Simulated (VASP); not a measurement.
# Si, energy and pressure at two fixed cells: which settings are enough?

Si, R-3m (no. 166), 2 atoms in the cell. BLYP; PAW potentials Si (PBE set). VASP 6.6.1.

Wanted: energy difference within 1 meV/atom; pressure within 0.1 GPa; forces within 0.005 eV/Å; gap on the mesh within 0.01 eV.

Second cell: the displaced cell, volume scaled by 1.03.

The series start from ENCUT (eV): 520; k mesh: 6 x 6 x 6; PREC and ADDGRID: Accurate; LASPH: yes; EDIFF (eV): 1e-7; ALGO and mixing: Normal; LREAL: no; GGA_COMPAT: no. Each series keeps the choices made before it, and each single choice may use up half of a tolerance. Times cover all steps of a run.

## ENCUT (eV)

| ENCUT (eV) | Energy difference (meV/atom) | Pressure (GPa) | Forces, largest deviation (eV/Å) | Gap on the mesh (eV) | Time (s) |
|---|---|---|---|---|---|
| 300 | -12.0 | 4.39 | 0.0011 | 0.606 | 10 |
| 350 | -11.9 | 4.47 | 0.0002 | 0.604 | 9.4 |
| 400 | -11.9 | 4.52 | 0.0000 | 0.603 | 18 |
| 450 | -11.8 | 4.52 | 0.0000 | 0.603 | 19 |
| 520 | -11.8 | 4.52 | 0.0000 | 0.603 | 19 |
| 600 | -11.8 | 4.53 | 0.0000 | 0.603 | 30 |
| 700 | -11.8 | 4.53 | 0.0000 | 0.603 | 40 |
| 800 (reference) | -11.8 | 4.53 | 0.0000 | 0.604 | 39 |

Chosen: 400, the loosest value from which every tighter one stays within half of the tolerance.

## k mesh

| k mesh | Energy difference (meV/atom) | Pressure (GPa) | Forces, largest deviation (eV/Å) | Gap on the mesh (eV) | Time (s) |
|---|---|---|---|---|---|
| 4 x 4 x 4 | -13.4 | 4.96 | 0.0133 | 0.587 | 15 |
| 6 x 6 x 6 | -11.9 | 4.52 | 0.0022 | 0.603 | 18 |
| 8 x 8 x 8 | -11.7 | 4.47 | 0.0004 | 0.557 | 31 |
| 10 x 10 x 10 (reference) | -11.7 | 4.47 | 0.0000 | 0.526 | 43 |

Chosen: 10 x 10 x 10; the next looser run is off by more than half of the tolerance, so convergence isn't shown beyond this value.

## PREC and ADDGRID

| PREC and ADDGRID | Energy difference (meV/atom) | Pressure (GPa) | Forces, largest deviation (eV/Å) | Gap on the mesh (eV) | Time (s) |
|---|---|---|---|---|---|
| Low | -11.7 | 4.47 | 0.0006 | 0.526 | 17 |
| Normal | -11.7 | 4.47 | 0.0000 | 0.526 | 19 |
| Accurate | -11.7 | 4.47 | 0.0000 | 0.526 | 43 |
| Accurate, ADDGRID (reference) | -11.7 | 4.47 | 0.0000 | 0.526 | 48 |

Chosen: Low.

## LASPH

| LASPH | Energy difference (meV/atom) | Pressure (GPa) | Forces, largest deviation (eV/Å) | Gap on the mesh (eV) | Time (s) |
|---|---|---|---|---|---|
| no | -11.7 | 4.47 | 0.0001 | 0.526 | 16 |
| yes (reference) | -11.7 | 4.47 | 0.0000 | 0.526 | 17 |

Chosen: no.

## EDIFF (eV)

| EDIFF (eV) | Energy difference (meV/atom) | Pressure (GPa) | Forces, largest deviation (eV/Å) | Gap on the mesh (eV) | Time (s) |
|---|---|---|---|---|---|
| 0.0001 | -11.7 | 4.48 | 0.0000 | 0.526 | 15 |
| 1e-5 | -11.7 | 4.47 | 0.0000 | 0.526 | 18 |
| 1e-6 | -11.7 | 4.47 | 0.0000 | 0.526 | 18 |
| 1e-7 | -11.7 | 4.47 | 0.0000 | 0.526 | 16 |
| 1e-8 (reference) | -11.7 | 4.47 | 0.0000 | 0.526 | 17 |

Chosen: 0.0001.

## ALGO and mixing

| ALGO and mixing | Energy difference (meV/atom) | Pressure (GPa) | Forces, largest deviation (eV/Å) | Gap on the mesh (eV) | Time (s) |
|---|---|---|---|---|---|
| Normal | -11.7 | 4.48 | 0.0000 | 0.526 | 15 |
| Fast | -11.7 | 4.44 | 0.0001 | 0.525 | 12 |
| All | -11.7 | 4.47 | 0.0000 | 0.526 | 13 |
| Damped, TIME 0.4 | -11.7 | 4.50 | 0.0004 | 0.525 | 14 |

Chosen: Normal; no other choice that stays within half of the tolerance saves 30 % of the time.

## LREAL

| LREAL | Energy difference (meV/atom) | Pressure (GPa) | Forces, largest deviation (eV/Å) | Gap on the mesh (eV) | Time (s) |
|---|---|---|---|---|---|
| no | -11.7 | 4.48 | 0.0000 | 0.526 | 15 |
| Auto | -10.0 | 3.18 | 0.1969 | 0.532 | 13 |

Chosen: no.

## GGA_COMPAT

| GGA_COMPAT | Energy difference (meV/atom) | Pressure (GPa) | Forces, largest deviation (eV/Å) | Gap on the mesh (eV) | Time (s) |
|---|---|---|---|---|---|
| no | -11.7 | 4.48 | 0.0000 | 0.526 | 15 |
| yes | -11.7 | 4.48 | 0.0003 | 0.526 | 11 |

Chosen: no.

## All choices together

| Input | Energy difference (meV/atom) | Pressure (GPa) | Forces, largest deviation (eV/Å) | Gap on the mesh (eV) | Time (s) |
|---|---|---|---|---|---|
| program defaults, coarse mesh (naive) | -14.7 | 4.76 | 0.0102 | 0.595 | 2.4 |
| chosen settings | -11.7 | 4.48 | 0.0007 | 0.526 | 15 |
| reference settings throughout | -11.7 | 4.48 | 0.0000 | 0.526 | 97 |

The chosen settings stay within the tolerance of the reference run, but the reference itself isn't shown to be converged in: k mesh.

Values of the reference run: Forces: 0.3639, 0.3639, 0.3639, -0.3639, -0.3639, -0.3639 eV/Å.

## The input

INCAR:
```
SYSTEM = Si
PREC = Low
ENCUT = 400
EDIFF = 1E-4
ISMEAR = 0
SIGMA = 0.02
LREAL = .False.
LASPH = .False.
GGA_COMPAT = .False.
ALGO = Normal
NELM = 150
ISIF = 2
LWAVE = .False.
LCHARG = .False.
GGA = B5
ALDAX = 1.0
AGGAX = 1.0
AGGAC = 1.0
ALDAC = 0.0
NBANDS = 11
KPAR = 2
```

KPOINTS:
```
Automatic mesh
0
Gamma
  10 10 10
  0 0 0
```

POSCAR.step1:
```
Si
1.0
    0.0000000000      2.7488019609      2.7488019609
    2.7488019609      0.0000000000      2.7488019609
    2.7488019609      2.7488019609      0.0000000000
Si
2
Direct
    0.5000000000      0.5000000000      0.5000000000
    0.7553029200      0.7553029200      0.7553029200
```

POSCAR.step2:
```
Si
1.0
    0.0000000000      2.7218511865      2.7218511865
    2.7218511865      0.0000000000      2.7218511865
    2.7218511865      2.7218511865      0.0000000000
Si
2
Direct
    0.5000000000      0.5000000000      0.5000000000
    0.7553029200      0.7553029200      0.7553029200
```

Commands (each step's output is kept before the next begins):
```
cat potpaw_PBE.64/Si/POTCAR > POTCAR
cp POSCAR.step1 POSCAR
mpirun -np 2 vasp_std > vasp.out
rm WAVECAR CHG
cp POSCAR.step2 POSCAR
mpirun -np 2 vasp_std > vasp.out
```

Limits: One atom is displaced by 0.05 Å on purpose; pressure, forces and gap belong to that cell (POSCAR.step2), and the energy difference is that of POSCAR.step1 less this one.

The chosen input took VASP 6.6.1 15 s on 2 cores (Intel Xeon Platinum 8375C @ 2.90GHz (Ice Lake)), a shared host.

## An input that fails: cutoff far too low

It runs to its end, but against the unchanged starting input it is off by 4.0 meV/atom in the energy difference, 0.07 GPa in the pressure, 0.0076 eV/Å in the forces, 0.015 eV in the gap on the mesh.

Changes against the starting input:
```
(all steps)
- ENCUT = 520
+ ENCUT = 150
```
